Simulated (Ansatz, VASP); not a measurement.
## Two plane-wave programs on Si3Ge

```
Ge Si
1.0
     3.86214    0.00000    0.00000
    -1.93107    3.34471    0.00000
     0.00000    0.00000    6.38184
Ge Si
1 3
Direct
  0.33333 0.66667 0.00034
  0.66667 0.33333 0.49961
  0.33333 0.66667 0.37807
  0.66667 0.33333 0.86998
```

Alike in both runs: task single point; functional PBEsol; k mesh 12 × 12 × 6; occupations gaussian, width 0.02 eV; no spin polarisation.

|  | VASP | Ansatz |
| --- | --- | --- |
| version | VASP 6.6.1 | Ansatz 0.2.0 |
| potentials or method | VASP PAW PBE potentials, release 64 (Ge_d, Si) | scalar-relativistic, plane waves, PAW |
| plane-wave cutoff (eV) | 520 | 600 |
| valence electrons in the cell | 26 | 26 |

VASP gave:

```
gap on the k mesh at the Fermi level (eV) : 0.28
least direct gap on the mesh (eV)         : 0.63
pressure (GPa)                            : 0.0
rms of the force components (eV/Å)        : 0.004
```

Estimate Ansatz's values.

gap on the k mesh at the Fermi level (eV): 0.28; least direct gap on the mesh (eV): 0.63; pressure (GPa): 0.0; rms of the force components (eV/Å): 0.000.

Atom by atom the forces differ by 0.004 eV/Å (rms over components).

Caveats: the PAW data sets were made with another functional, which shifts forces and pressure a little (VASP). A k mesh can miss the band edges. A hybrid or GW would open this gap; PBEsol tends to underestimate it.
